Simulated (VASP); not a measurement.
**Native point defects of Co2Si**

Which native defect is cheapest in Co2Si, and how does that change with the growth condition? The start is a cell from a database of measured crystal structures.

Calculated with VASP 6.6.1; PBEsol, spin-polarised from a ferromagnetic start; plane waves and PAW (Co, Si), in the first sound run; inputs show where later runs differ.

Most raw output is cut from this account.

### Step 1. The host crystal

The structure is orthorhombic, space group Pnma (No. 62). The conventional cell has a = 4.918 Å, b = 3.738 Å, c = 7.109 Å, α = 90.00°, β = 90.00°, γ = 90.00°. Co has 5 Si at 2.32 to 2.62 Å and 5 Co at 2.54 to 2.65 Å nearest. Nearest to Co lie 5 Si at 2.34 to 2.57 Å and 5 Co at 2.50 to 2.59 Å. Si has 10 Co at 2.32 to 2.62 Å nearest. Farther neighbours are not listed.

As a file:

```xyz
12
Lattice="4.9180 0.0000 0.0000 0.0000 3.7380 0.0000 0.0000 0.0000 7.1090" Properties=species:S:1:pos:R:3 pbc="T T T"
Co    1.6033    2.8035    6.6682
Co    3.3147    0.9345    0.4408
Co    0.8557    0.9345    3.1137
Co    4.0623    2.8035    3.9953
Co    2.2721    2.8035    2.0047
Co    2.6459    0.9345    5.1043
Co    0.1869    0.9345    5.5592
Co    4.7311    2.8035    1.5498
Si    3.9246    2.8035    6.3199
Si    0.9934    0.9345    0.7891
Si    3.4524    0.9345    2.7654
Si    1.4656    2.8035    4.3436
```

### Step 2. The host at zero pressure

First cell and atoms are relaxed at a raised cutoff, so that later runs start from this functional's own cell.

INCAR reads:

```
SYSTEM = Co2Si
PREC = Normal
ENCUT = 350
EDIFF = 1E-05
NELM = 120
ISMEAR = 1
SIGMA = 0.15
LREAL = Auto
ALGO = Normal
GGA = PS
NBANDS = 72
ISPIN = 2
MAGMOM = 2 2 2 2 2 2 2 2 0 0 0 0
LASPH = .TRUE.
LMAXMIX = 4
LORBIT = 11
LWAVE = .FALSE.
LCHARG = .FALSE.
KPAR = 2
NCORE = 4
IBRION = 2
NSW = 40
ISIF = 3
EDIFFG = -0.03
POTIM = 0.4
```

POSCAR reads:

```
Co2Si
1.0
    4.9180000000      0.0000000000      0.0000000000
    0.0000000000      3.7380000000      0.0000000000
    0.0000000000      0.0000000000      7.1090000000
Co Si
8 4
Direct
    0.3260000000      0.7500000000      0.9380000000
    0.6740000000      0.2500000000      0.0620000000
    0.1740000000      0.2500000000      0.4380000000
    0.8260000000      0.7500000000      0.5620000000
    0.4620000000      0.7500000000      0.2820000000
    0.5380000000      0.2500000000      0.7180000000
    0.0380000000      0.2500000000      0.7820000000
    0.9620000000      0.7500000000      0.2180000000
    0.7980000000      0.7500000000      0.8890000000
    0.2020000000      0.2500000000      0.1110000000
    0.7020000000      0.2500000000      0.3890000000
    0.2980000000      0.7500000000      0.6110000000
```

KPOINTS reads:

```
Automatic mesh
0
Gamma
3 4 2
0 0 0
```

PAW data sets: Co and Si (PBE family, release 64).

Started as:

```sh
> mpirun -np 8 vasp_std
```

Elapsed: 2.5 min, on 8 MPI ranks of AMD EPYC 7R43, shared host; peak memory 0.99 GiB; 19 min of CPU time.

The magnetic state follows from one typed start and may not be the lowest. The k-mesh is coarse for a metal. The PAW data sets were made with PBE, which is usual practice but a small mismatch for other functionals. The run keeps the 8 symmetry operations of its start, so it cannot find a distortion of lower symmetry.

Step by step:

| step | energy less that of the first step (eV) | largest force (eV/Å) | pressure (GPa) | volume (Å³) |
| --- | --- | --- | --- | --- |
| 1 | 0.0000 | 0.2457 | -13.91 | 130.69 |
| 2 | -0.0999 | 0.2259 | 14.09 | 116.90 |
| 3 | -0.3572 | 0.1975 | -0.12 | 122.99 |
| 4 | -0.3574 | 0.1960 | -0.14 | 122.83 |
| 5 | -0.2949 | 0.1874 | 6.77 | 119.84 |
| 6 | -0.3572 | 0.1955 | 0.57 | 122.68 |
| 7 | -0.3673 | 0.1275 | 0.42 | 122.58 |
| 8 | -0.3713 | 0.1337 | 0.52 | 122.46 |
| 9 | -0.3773 | 0.0803 | -0.50 | 122.94 |
| 10 | -0.3775 | 0.0677 | -0.84 | 123.08 |
| 11 | -0.3800 | 0.0769 | 0.38 | 122.50 |
| 12 | -0.3801 | 0.0672 | 0.13 | 122.60 |
| 13 | -0.3814 | 0.0318 | 0.43 | 122.57 |
| 14 | -0.3818 | 0.0281 | 0.44 | 122.55 |
| 15 | -0.3807 | 0.0300 | -0.53 | 123.01 |
| 16 | -0.3817 | 0.0276 | -0.52 | 122.77 |
| 17 | -0.3819 | 0.0268 | -0.34 | 122.67 |

| conventional cell, symmetrised | before | after | change |
| --- | --- | --- | --- |
| a (Å) | 4.918 | 4.796 | -2.5 % |
| b (Å) | 3.738 | 3.665 | -1.9 % |
| c (Å) | 7.109 | 6.978 | -1.8 % |
| volume (Å³/atom) | 10.89 | 10.22 | -6.1 % |

The atoms that moved most (Å, as changes of fractional coordinates times the final cell):

| atom | dx | dy | dz | length |
| --- | --- | --- | --- | --- |
| Si10 | -0.013 | 0.000 | -0.038 | 0.040 |
| Si12 | 0.013 | 0.000 | -0.038 | 0.040 |
| Si9 | 0.013 | 0.000 | 0.038 | 0.040 |
| Si11 | -0.013 | 0.000 | 0.038 | 0.040 |
| Co3 | -0.002 | 0.000 | -0.021 | 0.021 |
| Co2 | -0.002 | 0.000 | 0.021 | 0.021 |
| Co4 | 0.002 | 0.000 | 0.021 | 0.021 |
| Co1 | 0.002 | 0.000 | -0.021 | 0.021 |

Final coordinates:

```
Co Si
1.0
     4.79648    0.00000    0.00000
     0.00000    3.66519    0.00000
     0.00000    0.00000    6.97759
Co Si
8 4
Direct
  0.32645 0.75000 0.93503
  0.67355 0.25000 0.06497
  0.17355 0.25000 0.43503
  0.82645 0.75000 0.56497
  0.45978 0.75000 0.27964
  0.54022 0.25000 0.72036
  0.04022 0.25000 0.77964
  0.95978 0.75000 0.22036
  0.80078 0.75000 0.89446
  0.19922 0.25000 0.10554
  0.69922 0.25000 0.39446
  0.30078 0.75000 0.60554
```

This step gave:

* electronic cycles: 133
* electrons: 88
* free energy (TOTEN): -91.5166 eV
* energy at zero smearing: -91.5176 eV
* Fermi energy: 12.07 eV
* moment of the cell, from the last line of the log: 1.090 μB
* labelled metallic, from the levels on this mesh: yes

Spin moment in the PAW sphere by atom:

| atom | spin moment in the PAW sphere (μB) |
| --- | --- |
| Co1 | 0.128 |
| Co2 | 0.128 |
| Co3 | 0.128 |
| Co4 | 0.128 |
| Co5 | 0.167 |
| Co6 | 0.167 |
| Co7 | 0.167 |
| Co8 | 0.167 |
| Si9 | -0.009 |
| Si10 | -0.009 |
| Si11 | -0.009 |
| Si12 | -0.009 |

The run ended after 17 ionic steps, 0.382 eV below its first step, once forces and stress met EDIFFG = -0.03.

### Step 3. Relax the host again, on a new basis

The volume changed by more than 5 %, so the plane waves of the start no longer fit; a second relaxation removes that error.

INCAR, as its differences from that of step 2:

```diff
@@ -18,6 +18,6 @@
 LCHARG = .FALSE.
-KPAR = 2
-NCORE = 4
+KPAR = 4
+NCORE = 2
 IBRION = 2
-NSW = 40
+NSW = 30
 ISIF = 3
```

POSCAR reads:

```
Co2Si
1.0
    4.7964820575      0.0000000000      0.0000000000
    0.0000000000      3.6651938110      0.0000000000
    0.0000000000      0.0000000000      6.9775942472
Co Si
8 4
Direct
    0.3264548033      0.7500000000      0.9350291531
    0.6735451967      0.2500000000      0.0649708469
    0.1735451967      0.2500000000      0.4350291531
    0.8264548033      0.7500000000      0.5649708469
    0.4597796461      0.7500000000      0.2796440527
    0.5402203539      0.2500000000      0.7203559473
    0.0402203539      0.2500000000      0.7796440527
    0.9597796461      0.7500000000      0.2203559473
    0.8007797031      0.7500000000      0.8944647382
    0.1992202969      0.2500000000      0.1055352618
    0.6992202969      0.2500000000      0.3944647382
    0.3007797031      0.7500000000      0.6055352618
```

KPOINTS reads:

```
Automatic mesh
0
Gamma
3 4 3
0 0 0
```

Started as:

```sh
> mpirun -np 8 vasp_std
```

The job ended after 61 s (8 MPI ranks; peak memory 1.1 GiB).

The steps of the relaxation:

| step | energy less that of the first step (eV) | largest force (eV/Å) | pressure (GPa) | volume (Å³) |
| --- | --- | --- | --- | --- |
| 1 | 0.0000 | 0.0944 | -0.18 | 122.67 |
| 2 | -0.0012 | 0.0491 | 0.46 | 122.50 |
| 3 | -0.0012 | 0.0403 | 0.25 | 122.47 |
| 4 | -0.0012 | 0.0336 | 0.59 | 122.41 |
| 5 | -0.0012 | 0.0405 | 0.55 | 122.45 |
| 6 | -0.0017 | 0.0334 | 0.09 | 122.62 |
| 7 | -0.0017 | 0.0380 | 0.01 | 122.68 |
| 8 | -0.0018 | 0.0353 | -0.09 | 122.65 |
| 9 | -0.0018 | 0.0345 | 0.01 | 122.63 |
| 10 | -0.0020 | 0.0259 | 0.12 | 122.65 |

| conventional cell, symmetrised | before | after | change |
| --- | --- | --- | --- |
| a (Å) | 4.796 | 4.796 | -0.0 % |
| b (Å) | 3.665 | 3.669 | +0.1 % |
| c (Å) | 6.978 | 6.970 | -0.1 % |
| volume (Å³/atom) | 10.22 | 10.22 | -0.0 % |

The relaxed structure:

```xyz
12
Lattice="4.7959 0.0000 0.0000 0.0000 3.6691 0.0000 0.0000 0.0000 6.9701" Properties=species:S:1:pos:R:3 pbc="T T T"
Co    1.5631    2.7518    6.5174
Co    3.2327    0.9173    0.4527
Co    0.8348    0.9173    3.0323
Co    3.9610    2.7518    3.9378
Co    2.2107    2.7518    1.9547
Co    2.5851    0.9173    5.0154
Co    0.1872    0.9173    5.4397
Co    4.6087    2.7518    1.5304
Si    3.8420    2.7518    6.2357
Si    0.9538    0.9173    0.7344
Si    3.3517    0.9173    2.7506
Si    1.4441    2.7518    4.2195
```

This step gave:

```yaml
electronic_cycles: 63
free_energy_toten: -91.4596 eV
energy_at_zero_smearing: -91.4611 eV
fermi_energy: 12.08 eV
moment_of_the_cell_from_the_last_line_of_the_log: 1.124 μB
```

The run ended after 10 ionic steps, 0.002 eV below its first step, once forces and stress met EDIFFG = -0.03.

### Step 4. The perfect supercell

System of this step: Co2Si. The cell holds 48 atoms: 32 Co and 16 Si. Cell: a = 9.222 Å, b = 9.222 Å, c = 9.222 Å, α = 117.3°, β = 133.1°, γ = 81.8°. It derives from Co2Si.

The same cell, mesh and cutoff without the defect give the energy to subtract and, in a gapped host, the band edges to count from, so that most errors cancel.

INCAR reads:

```
SYSTEM = Co2Si
PREC = Normal
ENCUT = 300
EDIFF = 1E-05
NELM = 120
ISMEAR = 1
SIGMA = 0.2
LREAL = Auto
ALGO = Fast
GGA = PS
NBANDS = 253
ISPIN = 2
MAGMOM = 2 2 2 2 2 2 2 2 2 2 2 2 2 2 2 2 2 2 2 2 2 2 2 2 2 2 2 2 2 2 2 2 0 0 0 0 0 0 0 0 0 0 0 0 0 0 0 0
LASPH = .TRUE.
LMAXMIX = 4
LORBIT = 11
LWAVE = .FALSE.
LCHARG = .FALSE.
KPAR = 4
NCORE = 2
```

POSCAR reads:

```
Co2Si
1.0
   -4.7958520617      3.6690569695      6.9701073084
    4.7958520617     -3.6690569695      6.9701073084
    4.7958520617      3.6690569695     -6.9701073084
Co Si
32 16
Direct
    0.8425243977      0.6304903369      0.5379659392
    0.3425243977      0.1304903369      0.5379659392
    0.3425243977      0.6304903369      0.0379659392
    0.8425243977      0.1304903369      0.0379659392
    0.1574756023      0.3695096631      0.4620340608
    0.6574756023      0.8695096631      0.4620340608
    0.6574756023      0.3695096631      0.9620340608
    0.1574756023      0.8695096631      0.9620340608
    0.3425243977      0.3045584585      0.2120340608
    0.8425243977      0.8045584585      0.2120340608
    0.8425243977      0.3045584585      0.7120340608
    0.3425243977      0.8045584585      0.7120340608
    0.6574756023      0.6954415415      0.7879659392
    0.1574756023      0.1954415415      0.7879659392
    0.1574756023      0.6954415415      0.2879659392
    0.6574756023      0.1954415415      0.2879659392
    0.5152192292      0.3707032600      0.6054840308
    0.0152192293      0.8707032600      0.6054840307
    0.0152192293      0.3707032600      0.1054840308
    0.5152192293      0.8707032600      0.1054840307
    0.4847807707      0.6292967400      0.3945159692
    0.9847807708      0.1292967400      0.3945159693
    0.9847807708      0.6292967400      0.8945159692
    0.4847807708      0.1292967400      0.8945159693
    0.5152192292      0.4097351985      0.1445159693
    0.0152192293      0.9097351985      0.1445159692
    0.0152192293      0.4097351985      0.6445159692
    0.5152192293      0.9097351985      0.6445159693
    0.4847807708      0.5902648015      0.8554840308
    0.9847807708      0.0902648015      0.8554840308
    0.9847807708      0.5902648015      0.3554840308
    0.4847807707      0.0902648015      0.3554840308
    0.8223164204      0.8478739006      0.7755574802
    0.3223164205      0.3478739006      0.7755574802
    0.3223164204      0.8478739006      0.2755574802
    0.8223164204      0.3478739006      0.2755574802
    0.1776835796      0.1521260993      0.2244425198
    0.6776835796      0.6521260993      0.2244425198
    0.6776835796      0.1521260993      0.7244425198
    0.1776835796      0.6521260993      0.7244425198
    0.3223164205      0.5467589402      0.4744425198
    0.8223164204      0.0467589403      0.4744425198
    0.8223164204      0.5467589402      0.9744425198
    0.3223164204      0.0467589403      0.9744425198
    0.6776835796      0.4532410598      0.5255574802
    0.1776835796      0.9532410598      0.5255574802
    0.1776835796      0.4532410598      0.0255574802
    0.6776835795      0.9532410598      0.0255574802
```

KPOINTS reads:

```
Automatic mesh
0
Gamma
4 4 4
0 0 0
```

Started as:

```sh
> mpirun -np 8 vasp_std
```

It took 5.6 min on 8 MPI ranks; peak memory 5.3 GiB.

This step gave:

```yaml
electronic_cycles: 17
electrons: 352
free_energy_toten: -365.8024 eV
energy_at_zero_smearing: -365.8255 eV
fermi_energy: 12.07 eV
moment_of_the_cell_from_the_last_line_of_the_log: 6.510 μB
```

Spin moment in the PAW sphere by element, in μB:

| element | atoms | mean | spread (r.m.s.) | least | largest |
| --- | --- | --- | --- | --- | --- |
| Co | 32 | 0.220 | 0.060 | 0.160 | 0.279 |
| Si | 16 | -0.012 | 0.000 | -0.012 | -0.012 |

The atoms farthest from the mean of their element:

| atom | x, y, z (Å) | spin moment in the PAW sphere (μB) |
| --- | --- | --- |
| Co32 | -0.19, 2.75, 1.53 | 0.279 |
| Co31 | -0.19, 2.75, 8.50 | 0.279 |
| Co30 | -0.19, 6.42, 1.53 | 0.279 |
| Co29 | 4.61, 2.75, 1.53 | 0.279 |
| Co28 | 4.98, 0.92, 5.44 | 0.279 |
| Co27 | 4.98, 0.92, -1.53 | 0.279 |
| Co26 | 4.98, -2.75, 5.44 | 0.279 |
| Co25 | 0.19, 0.92, 5.44 | 0.279 |

The total moment is the log's last value; OUTCAR's line is one cycle older.

The host is treated as a metal, as its relaxation found a gap under 0.3 eV or none, and only the neutral defect is run.

### Step 5. Reference Co

This step: PBEsol, spin-polarised from a ferromagnetic start; plane waves and PAW (Co) (VASP 6.6.1).

System of this step: Co. The structure is hexagonal, space group P6_3/mmc (No. 194). The conventional cell has a = 2.510 Å, b = 2.510 Å, c = 4.071 Å, α = 90.00°, β = 90.00°, γ = 120.00°. Nearest to Co lie 12 Co at 2.50 to 2.51 Å.

The reference for Co is its crystal, relaxed at the cutoff of the large cell.

INCAR reads:

```
SYSTEM = Co
PREC = Normal
ENCUT = 300
EDIFF = 1E-05
NELM = 120
ISMEAR = 1
SIGMA = 0.1
LREAL = Auto
ALGO = Fast
GGA = PS
NBANDS = 18
ISPIN = 2
MAGMOM = 1.7 1.7
LASPH = .TRUE.
LMAXMIX = 4
LORBIT = 11
LWAVE = .FALSE.
LCHARG = .FALSE.
KPAR = 8
IBRION = 2
NSW = 25
ISIF = 3
EDIFFG = -0.02
POTIM = 0.4
```

POSCAR reads:

```
Co
1.0
    2.5100000000      0.0000000000      0.0000000000
   -1.2550000000      2.1737237635      0.0000000000
    0.0000000000      0.0000000000      4.0712200000
Co
2
Direct
    0.0000000000      0.0000000000      0.0000000000
    0.3333333333      0.6666666667      0.5000000000
```

KPOINTS reads:

```
Automatic mesh
0
Gamma
12 12 7
0 0 0
```

PAW data sets: Co (PBE family, release 64).

Started as:

```sh
> mpirun -np 8 vasp_std
```

It took 19 s on 8 MPI ranks; peak memory 0.8 GiB.

The run keeps the 24 symmetry operations of its start, so it cannot find a distortion of lower symmetry.

The steps of the relaxation:

| step | energy less that of the first step (eV) | largest force (eV/Å) | pressure (GPa) | volume (Å³) |
| --- | --- | --- | --- | --- |
| 1 | 0.0000 | 0.0000 | -16.00 | 22.21 |
| 2 | -0.0284 | 0.0000 | 15.41 | 19.48 |
| 3 | -0.0787 | 0.0000 | 0.03 | 20.66 |
| 4 | -0.0787 | 0.0000 | -0.53 | 20.69 |
| 5 | -0.0788 | 0.0000 | -0.56 | 20.69 |
| 6 | -0.0788 | 0.0000 | -0.58 | 20.69 |
| 7 | -0.0789 | 0.0000 | 0.10 | 20.64 |

| conventional cell, symmetrised | before | after | change |
| --- | --- | --- | --- |
| a (Å) | 2.510 | 2.455 | -2.2 % |
| b (Å) | 2.510 | 2.455 | -2.2 % |
| c (Å) | 4.071 | 3.956 | -2.8 % |
| volume (Å³/atom) | 11.11 | 10.32 | -7.1 % |

The relaxed structure:

```
Co
1.0
     2.45468    0.00000    0.00000
    -1.22734    2.12582    0.00000
     0.00000    0.00000    3.95558
Co
2
Direct
  0.00000 0.00000 0.00000
  0.33333 0.66667 0.50000
```

This step gave:

```yaml
electronic_cycles: 47
electrons: 18
free_energy_toten: -15.49 eV
energy_at_zero_smearing: -15.49 eV
fermi_energy: 10.79 eV
moment_of_the_cell_from_the_last_line_of_the_log: 3.100 μB
```

Spin moment in the PAW sphere by atom:

| atom | spin moment in the PAW sphere (μB) |
| --- | --- |
| Co1 | 1.56 |
| Co2 | 1.56 |

The run ended after 7 ionic steps, 0.079 eV below its first step, once forces and stress met EDIFFG = -0.02.

Energy at zero smearing: -15.49269 eV.

### Step 6. Reference Si

This step: PBEsol; plane waves and PAW (Si) (VASP 6.6.1).

System of this step: Si. Symmetry: Fd-3m, No. 227, cubic system. The conventional cell has a = 5.430 Å, b = 5.430 Å, c = 5.430 Å, α = 90.00°, β = 90.00°, γ = 90.00°. Nearest to Si lie 4 Si at 2.35 Å.

The reference for Si is its crystal, relaxed at the cutoff of the large cell.

INCAR reads:

```
SYSTEM = Si
PREC = Normal
ENCUT = 300
EDIFF = 1E-05
NELM = 120
ISMEAR = 0
SIGMA = 0.1
LREAL = Auto
ALGO = Fast
GGA = PS
NBANDS = 10
LORBIT = 11
LWAVE = .FALSE.
LCHARG = .FALSE.
KPAR = 8
IBRION = 2
NSW = 25
ISIF = 3
EDIFFG = -0.02
POTIM = 0.4
```

POSCAR reads:

```
Si
1.0
    0.0000000000      2.7150000000      2.7150000000
    2.7150000000      0.0000000000      2.7150000000
    2.7150000000      2.7150000000      0.0000000000
Si
2
Direct
    0.0000000000      0.0000000000      0.0000000000
    0.2500000000      0.2500000000      0.2500000000
```

KPOINTS reads:

```
Automatic mesh
0
Gamma
9 9 9
0 0 0
```

Potentials, in the order of the species: Si (PBE family, release 64).

Started as:

```sh
> mpirun -np 8 vasp_std
```

The job ended after 1.4 s (8 MPI ranks; peak memory 0.65 GiB; 5.9 s of CPU time).

The gap is read on the k-mesh alone, so it is an upper bound where the band edges lie off the mesh. The run keeps the 48 symmetry operations of its start, so it cannot find a distortion of lower symmetry.

Little changed from the start: no atom moved by 0.005 Å and no cell edge by 0.1 %.

This step gave:

- electronic cycles: 11
- electrons: 8
- free energy (TOTEN): -11.49 eV
- Fermi energy: 6.024 eV
- labelled metallic, from the levels on this mesh: no
- gap on the k-mesh: 0.4654 eV
- least direct gap on the k-mesh: 2.519 eV

The start already met the threshold, so nothing moved.

Energy at zero smearing: -11.48946 eV.

(Continued in part 2 of 3.)

[Lines on the potential files, build, host, timing and source positions are cut from VASP's logs without a mark.]

[Logs are printed without paths, hosts, clocks, repeated set-up lines and the standing remarks that a program may print on its own settings, such as how far it seeks lower states.]

[Hosts, paths, dates, database ids (printed as entryN), source tags and the programs' standing remarks are cut or masked in the printed files.]

[In band tables of VASP the shares of atoms and orbitals are scaled to a sum of 1 inside the atoms' spheres.]

[Runs that stopped without an error message from VASP are left out.]
